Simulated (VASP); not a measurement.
# KF (Pm-3m) in VASP: notebook

One crystal, KF, is run at these levels: PBE; tasks: single point.

Everything below comes from runs of VASP 6.6.1. Logs are shortened: lines on timing, memory, paths and dates and some standing lists are left out, and cuts for length are marked.

**1. The undisturbed crystal**

The structure is cubic, space group Pm-3m (No. 221). Conventional cell: a = 3.259 Å, b = 3.259 Å, c = 3.259 Å, α = 90.00°, β = 90.00°, γ = 90.00°. K (site symmetry m-3m) has 8 F at 2.82 Å as nearest neighbours. Around F (site symmetry m-3m) lie 8 K at 2.82 Å.

The cell comes from a database or a generator and needn't be the stable form of this composition.

**2. Single point, PBE (strained and moved within the space group)**

INCAR

```
SYSTEM = KF
  PREC = Accurate
  ENCUT = 520
  EDIFF = 1E-7
  ISMEAR = 0
  SIGMA = 0.02
  LREAL = .False.
  LASPH = .True.
  NELM = 100
  ALGO = Normal
  ISIF = 2
  LWAVE = .False.
  LCHARG = .True.
  GGA = PE
  LELF = .True.
  LVHAR = .True.
  NBANDS = 15
```

KPOINTS

```
regular mesh
0
Gamma
  8 8 8
  0 0 0
```

POSCAR

```
KF
1.0
    3.2761948720      0.0000000000      0.0000000000
    0.0000000000      3.2761948720      0.0000000000
    0.0000000000      0.0000000000      3.2761948720
K F
1 1
Direct
    0.0000000000      0.0000000000      0.0000000000
    0.5000000000      0.5000000000      0.5000000000
```

Potentials or basis: VASP PAW PBE potentials, release 64 (K_sv, F).

Command:

```sh
cat potpaw_PBE.64/K_sv/POTCAR potpaw_PBE.64/F/POTCAR > POTCAR
mpirun -np 1 vasp_std > vasp.out
```

OUTCAR:

```text
SYSTEM = KF
   PREC = Accurate
   ENCUT = 520
   EDIFF = 1E-7
   ISMEAR = 0
   LREAL = .False.
   LASPH = .True.
   NELM = 100
   ISIF = 2
   GGA = PE

 ion  position               nearest neighbor table
   1  0.000  0.000  0.000-   2 2.84   2 2.84   2 2.84   2 2.84   2 2.84   2 2.84   2 2.84   2 2.84

   2  0.500  0.500  0.500-   1 2.84   1 2.84   1 2.84   1 2.84   1 2.84   1 2.84   1 2.84   1 2.84

  LATTYP: Found a simple cubic cell.
 ALAT       =     3.2761948720

  Lattice vectors:

 A1 = (   3.2761948720,   0.0000000000,   0.0000000000)
 A2 = (   0.0000000000,   3.2761948720,   0.0000000000)
 A3 = (   0.0000000000,   0.0000000000,   3.2761948720)

Analysis of symmetry for initial positions (statically):
=====================================================================
 Subroutine PRICEL returns:
 Original cell was already a primitive cell.

 Routine SETGRP: Setting up the symmetry group for a
 simple cubic supercell.

 Subroutine GETGRP returns: Found 48 space group operations
 (whereof 48 operations were pure point group operations)
 out of a pool of 48 trial point group operations.

The static configuration has the point symmetry O_h .

Analysis of symmetry for dynamics (positions and initial velocities):
=====================================================================
 Subroutine PRICEL returns:
 Original cell was already a primitive cell.

 Routine SETGRP: Setting up the symmetry group for a
 simple cubic supercell.

 Subroutine GETGRP returns: Found 48 space group operations
 (whereof 48 operations were pure point group operations)
 out of a pool of 48 trial point group operations.

The dynamic configuration has the point symmetry O_h .

 Subroutine INISYM returns: Found 48 space group operations
 (whereof 48 operations are pure point group operations),
 and found     1 'primitive' translations

----------------------------------------------------------------------------------------

                                     Primitive cell

  volume of cell :      35.1649

  direct lattice vectors                    reciprocal lattice vectors
     3.276194872  0.000000000  0.000000000     0.305232149  0.000000000  0.000000000
     0.000000000  3.276194872  0.000000000     0.000000000  0.305232149  0.000000000
     0.000000000  0.000000000  3.276194872     0.000000000  0.000000000  0.305232149

  length of vectors
     3.276194872  3.276194872  3.276194872     0.305232149  0.305232149  0.305232149

  position of ions in fractional coordinates (direct lattice)
     0.000000000  0.000000000  0.000000000
     0.500000000  0.500000000  0.500000000

  ion indices of the primitive-cell ions
   primitive index   ion index
                 1           1
                 2           2

----------------------------------------------------------------------------------------

 KPOINTS: regular mesh

Automatic generation of k-mesh.
 Grid dimensions read from file:
 generate k-points for:    8    8    8

 Generating k-lattice:

  Cartesian coordinates                     Fractional coordinates (reciprocal lattice)
     0.038154019  0.000000000  0.000000000     0.125000000  0.000000000  0.000000000
     0.000000000  0.038154019  0.000000000     0.000000000  0.125000000  0.000000000
     0.000000000  0.000000000  0.038154019     0.000000000  0.000000000  0.125000000

  Length of vectors
     0.038154019  0.038154019  0.038154019

  Shift w.r.t. Gamma in fractional coordinates (k-lattice)
     0.000000000  0.000000000  0.000000000

 Subroutine IBZKPT returns following result:
 ===========================================

 Found     35 irreducible k-points:

 Following reciprocal coordinates:
            Coordinates               Weight
  0.000000  0.000000  0.000000      1.000000
  0.125000  0.000000  0.000000      6.000000
  0.250000  0.000000  0.000000      6.000000
  0.375000  0.000000  0.000000      6.000000
  0.500000  0.000000  0.000000      3.000000
  0.125000  0.125000  0.000000     12.000000
[... 16 lines left out ...]
  0.375000  0.375000  0.125000     24.000000
  0.500000  0.375000  0.125000     24.000000
 [... further k-points ...]
   k-points           NKPTS =     35   k-points in BZ     NKDIM =     35   number of bands    NBANDS=     15
   number of dos      NEDOS =    301   number of ions     NIONS =      2
   total plane-waves  NPLWV =  13824
   dimension x,y,z NGX =    24 NGY =   24 NGZ =   24
   dimension x,y,z NGXF=    48 NGYF=   48 NGZF=   48
   ions per type =               1   1
   NGX,Y,Z   is equivalent  to a cutoff of  12.18, 12.18, 12.18 a.u.
   NGXF,Y,Z  is equivalent  to a cutoff of  24.36, 24.36, 24.36 a.u.
 SYSTEM =  KF
   PREC   = accura    normal or accurate (medium, high low for compatibility)
   ISTART =      0    job   : 0-new  1-cont  2-samecut
   ICHARG =      2    charge: 1-file 2-atom 10-const
   ISPIN  =      1    spin polarized calculation?
   LNONCOLLINEAR =      F non collinear calculations
   LSORBIT =      F    spin-orbit coupling
   LASPH  =      T    aspherical Exc in radial PAW
   ENCUT  =  520.0 eV  38.22 Ry    6.18 a.u.   6.09  6.09  6.09*2*pi/ulx,y,z
   NELM   =    100;   NELMIN=  2; NELMDL= -5     # of ELM steps
   EDIFF  = 0.1E-06   stopping-criterion for ELM
   LREAL  =      F    real-space projection
   EDIFFG = 0.1E-05   stopping-criterion for IOM
   NSW    =      0    number of steps for IOM
   IBRION =     -1    ionic relax: 0-MD 1-quasi-New 2-CG
   NFREE  =      0    steps in history (QN), initial steepest desc. (CG)
   ISIF   =      2    stress and relaxation
   ISYM   =      2    0-nonsym 1-usesym 2-fastsym
   POTIM  = 0.5000    time-step for ionic-motion
   TEBEG  =    0.0;   TEEND  =   0.0 temperature during run
   PSTRESS=    0.0 pullay stress
   NELECT =      16.0000    total number of electrons
   NUPDOWN=      -1.0000    fix difference up-down
   EMIN   =  10.00;   EMAX   =-10.00  energy-range for DOS
   EFERMI =   0.00;   METHOD = LEGACY
   ISMEAR =     0;   SIGMA  =   0.02  broadening in eV -4-tet -1-fermi 0-gaus
   EFERMI_NEDOS =   21; number of points for ismear=-14 and -15
   IALGO  =     38    algorithm
   IMIX   =      4    mixing-type and parameters
     AMIX     =   0.40;   BMIX     =  1.00
     AMIX_MAG =   1.60;   BMIX_MAG =  1.00
  volume/ion in A,a.u.               =      17.58       118.65
  Fermi-wavevector in a.u.,A,eV,Ry     =   1.259153  2.379454 21.571571  1.585466
  Thomas-Fermi vector in A             =   2.392727
   LORBIT       =      0    0 simple, 1 ext, 2 COOP (PROOUT), +10 PAW based schemes
   GGA     = PE    functional components
   LHFCALC =     F    Hartree Fock is set to
   AEXX    =    0.0000 exact exchange contribution
   IVDW    =     0    specifies the selected vdW correction
   LEPSILON=     F    determine dielectric tensor
   LRPA    =     F    only Hartree local field effects (RPA)
 non-spin polarized calculation
 Gauss-broadening in eV      SIGMA  =   0.02
  energy-cutoff  :      520.00
  volume of cell :       35.16
 maximum number of plane-waves:       968
   NGX = 13   NGY = 13   NGZ = 13

 number of electron      15.9999997 magnetization

 Free energy of the ion-electron system (eV)
  ---------------------------------------------------
  ext. energy  EPLUGINS =         0.00000000
  ---------------------------------------------------
  free energy    TOTEN  =        -8.09347284 eV

  energy without entropy =       -8.09347284  energy(sigma->0) =       -8.09347284

 E-fermi :  -1.9087     XC(G=0):  -8.9479

 val. band max:       -2.0841425517   @ k =   0.5000   0.5000   0.0000
 cond. band min:       4.0656324320   @ k =   0.0000   0.0000   0.0000
 fundamental gap:      6.1497749837
 Fermi energy:        -1.9086663290

 k-point     1 :       0.0000    0.0000    0.0000
  band No.  band energies     occupation
      1     -29.1425      2.00000
      2     -20.9703      2.00000
      3     -12.1928      2.00000
      4     -12.1928      2.00000
      5     -12.1928      2.00000
      6      -2.1389      2.00000
      7      -2.1389      2.00000
      8      -2.1389      2.00000
      9       4.0656      0.00000
     10       6.1852      0.00000
     11       6.1852      0.00000
     12      11.6336      0.00000
     13      11.6336      0.00000
     14      11.6336      0.00000
     15      18.5873      0.00000

 k-point     2 :       0.1250    0.0000    0.0000
  band No.  band energies     occupation
      1     -29.1256      2.00000
      2     -20.9732      2.00000
      3     -12.2952      2.00000
      4     -12.1778      2.00000
      5     -12.1778      2.00000
      6      -2.3369      2.00000
      7      -2.1531      2.00000
      8      -2.1531      2.00000
      9       4.4738      0.00000
     10       6.3034      0.00000
     11       6.5254      0.00000
     12      11.3736      0.00000
     13      11.3736      0.00000
     14      11.6801      0.00000
     15      17.4280      0.00000

 k-point     3 :       0.2500    0.0000    0.0000
  band No.  band energies     occupation
      1     -29.0844      2.00000
      2     -20.9812      2.00000
      3     -12.5319      2.00000
      4     -12.1412      2.00000
      5     -12.1412      2.00000
      6      -2.7628      2.00000
      7      -2.1886      2.00000
      8      -2.1886      2.00000
      9       5.4834      0.00000
     10       6.6175      0.00000
     11       7.3845      0.00000
     12      10.8400      0.00000
     13      10.8400      0.00000
     14      11.7956      0.00000
     15      15.9105      0.00000

 k-point     4 :       0.3750    0.0000    0.0000
  band No.  band energies     occupation
      1     -29.0426      2.00000
      2     -20.9902      2.00000
      3     -12.7551      2.00000
      4     -12.1040      2.00000
      5     -12.1040      2.00000
      6      -3.1360      2.00000
      7      -2.2257      2.00000
      8      -2.2257      2.00000
      9       6.6094      0.00000
     10       6.9865      0.00000
     11       8.2853      0.00000
     12      10.3978      0.00000
     13      10.3978      0.00000
     14      11.9164      0.00000
     15      14.7578      0.00000
[... 307 lines left out ...]
 k-point    22 :       0.5000    0.2500    0.1250
  band No.  band energies     occupation
      1     -28.9629      2.00000
      2     -20.9258      2.00000
      3     -12.8783      2.00000
      4     -12.5089      2.00000
      5     -12.1721      2.00000
      6      -2.9550      2.00000
      7      -2.5330      2.00000
      8      -2.2477      2.00000
      9       7.3939      0.00000
     10       7.4861      0.00000
     11       8.8487      0.00000
     12       9.4159      0.00000
     13      10.2596      0.00000
     14      11.5741      0.00000
     15      14.2543      0.00000

 k-point    23 :       0.3750    0.3750    0.1250
  band No.  band energies     occupation
      1     -28.9432      2.00000
      2     -20.9012      2.00000
      3     -12.8032      2.00000
      4     -12.7692      2.00000
      5     -12.1532      2.00000
      6      -2.7868      2.00000
      7      -2.6778      2.00000
      8      -2.2590      2.00000
      9       6.9545      0.00000
     10       7.4334      0.00000
     11       9.5435      0.00000
     12       9.6224      0.00000
     13      10.4435      0.00000
     14      10.9329      0.00000
     15      14.8273      0.00000

 k-point    24 :       0.5000    0.3750    0.1250
  band No.  band energies     occupation
      1     -28.9284      2.00000
      2     -20.8879      2.00000
      3     -12.8961      2.00000
      4     -12.7912      2.00000
      5     -12.1395      2.00000
      6      -2.8083      2.00000
      7      -2.6897      2.00000
      8      -2.2494      2.00000
      9       6.8346      0.00000
     10       7.3854      0.00000
     11       9.3909      0.00000
     12       9.5907      0.00000
     13      10.7257      0.00000
     14      12.0330      0.00000
     15      13.9412      0.00000

 [... further k-points ...]

------------------------ aborting loop because EDIFF is reached ----------------------------------------

  FORCE on cell =-STRESS in cart. coord.  units (eV):
  Direction    XX          YY          ZZ          XY          YZ          ZX
  --------------------------------------------------------------------------------------
  -------------------------------------------------------------------------------------
  Total       -0.1124049     -0.1124049     -0.1124049      0.0000000      0.0000000     -0.0000000
  in kB       -5.1213763     -5.1213763     -5.1213763      0.0000000      0.0000000     -0.0000000
  external PRESSURE =      -5.1213763 kB  Pullay stress =       0.0000000 kB

 VOLUME and BASIS-vectors are now :
 -----------------------------------------------------------------------------
  energy-cutoff  :      520.00
  volume of cell :       35.16
      direct lattice vectors                 reciprocal lattice vectors
     3.276194872  0.000000000  0.000000000     0.305232149  0.000000000  0.000000000
     0.000000000  3.276194872  0.000000000     0.000000000  0.305232149  0.000000000
     0.000000000  0.000000000  3.276194872     0.000000000  0.000000000  0.305232149

 POSITION                                       TOTAL-FORCE (eV/Angst)
 -----------------------------------------------------------------------------------
      0.00000      0.00000      0.00000         0.000000      0.000000      0.000000
      1.63810      1.63810      1.63810         0.000000      0.000000      0.000000
 -----------------------------------------------------------------------------------
    total drift:                                0.000000      0.000000     -0.000000

  FREE ENERGIE OF THE ION-ELECTRON SYSTEM (eV)
  ---------------------------------------------------
  free  energy   TOTEN  =        -8.0934728434 eV

  energy  without entropy=       -8.0934728434  energy(sigma->0) =       -8.09347284
```

Run time: 13 s. Hardware: 1 thread of Intel Xeon Platinum 8488C (Sapphire Rapids), shared host; peak memory 0.14 GiB.

Results:

| Property | Result |
| --- | --- |
| Free energy | -8.0935 eV |
| Pressure | -0.5 GPa |
| Band gap on the k mesh | 6.15 eV, indirect (least direct gap 6.20 eV) |

A k mesh can miss the band edges.

**3. Single point, PBE (strained and moved within the space group)**

INCAR

```
SYSTEM = KF
  PREC = Accurate
  ENCUT = 520
  EDIFF = 1E-7
  ISMEAR = 0
  SIGMA = 0.02
  LREAL = .FALSE.
  LASPH = .TRUE.
  NELM = 100
  ALGO = Normal
  ISIF = 2
  LWAVE = .FALSE.
  LCHARG = .FALSE.
  GGA = PE
  NBANDS = 15
```

KPOINTS

```
regular mesh
0
G
  8 8 8
  0 0 0
```

POSCAR

```
KF
1.0
    3.2714042081      0.0000000000      0.0000000000
    0.0000000000      3.2714042081      0.0000000000
    0.0000000000      0.0000000000      3.2714042081
K F
1 1
Direct
    0.0000000000      0.0000000000      0.0000000000
    0.5000000000      0.5000000000      0.5000000000
```

Potentials or basis: VASP PAW PBE potentials, release 64 (K_sv, F).

Command:

```sh
cat potpaw_PBE.64/K_sv/POTCAR potpaw_PBE.64/F/POTCAR > POTCAR
mpirun -np 1 vasp_std > vasp.out
```

It took 13 s on 1 thread of Intel Xeon Platinum 8488C (Sapphire Rapids), shared host; peak memory 0.14 GiB.

It converged, with:

```
Free energy            : -8.0937 eV
Pressure               : -0.4 GPa
Band gap on the k mesh : 6.18 eV, indirect (least direct gap 6.23 eV)
```

Levels at points of the mesh, in eV from the valence-band top:
```csv
k point,band 5,band 6,band 7,band 8,band 9,band 10,band 11,band 12
"(0.00, 0.00, 0.00)",-10.09,-0.05,-0.05,-0.05,6.18,8.28,8.28,13.74
"(0.50, 0.00, 0.00)",-9.99,-1.20,-0.16,-0.16,9.26,9.28,10.75,12.34
"(0.50, 0.50, 0.00)",-9.91,-0.61,-0.61,0.00,8.43,8.93,11.81,11.81
"(0.50, 0.50, 0.50)",-10.65,-1.01,-1.01,-1.01,10.37,10.37,10.37,15.07
```

A k mesh can miss the band edges.
